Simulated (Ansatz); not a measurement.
LiCl, CsCl type (r2SCAN geometry), in Ansatz:

```yaml
crystal:
  lattice:
    - [3.27112, 0.00000, 0.00000]
    - [0.00000, 3.27112, 0.00000]
    - [0.00000, 0.00000, 3.27112]
  atoms:
    - { symbol: Li, position: [0.00000, 0.00000, 0.00000] }
    - { symbol: Cl, position: [0.50000, 0.50000, 0.50000] }
```

G0W0@PBE with 131 empty bands, a screening cutoff of 140 eV and a 4×4×4 mesh (PAW, contour deformation) gives 6.514 eV over the mesh points, from a PBE gap of 4.408 eV; it sums over 136 bands with 123 plane waves in the screening and a wave cutoff of 420 eV. No extrapolation in bands, cutoff or mesh was made for G0W0. All values are calculated for a non-magnetic cell, which may be hypothetical.

Task: Another run gave a Kohn-Sham gap of 4.408 eV and a G0W0 gap of 6.318 eV, summing over 61 bands with 57 plane waves in the screening and a wave cutoff of 420 eV. What was changed?

Result: Empty bands 56, screening cutoff 80 eV. The counts of bands and plane waves show it.

Task: Estimate the gap with empty bands 241, screening cutoff 210 eV.

Result: 6.629 eV (+0.115 eV), from a Kohn-Sham gap of 4.408 eV.

Task: Estimate the gap with mesh 6×6×6, empty bands 56, screening cutoff 80 eV.

Result: 6.311 eV (-0.203 eV), from a Kohn-Sham gap of 4.419 eV.

Task: Estimate the gap with frequency model Godby-Needs pole.

Result: 6.477 eV (-0.037 eV), from a Kohn-Sham gap of 4.408 eV.
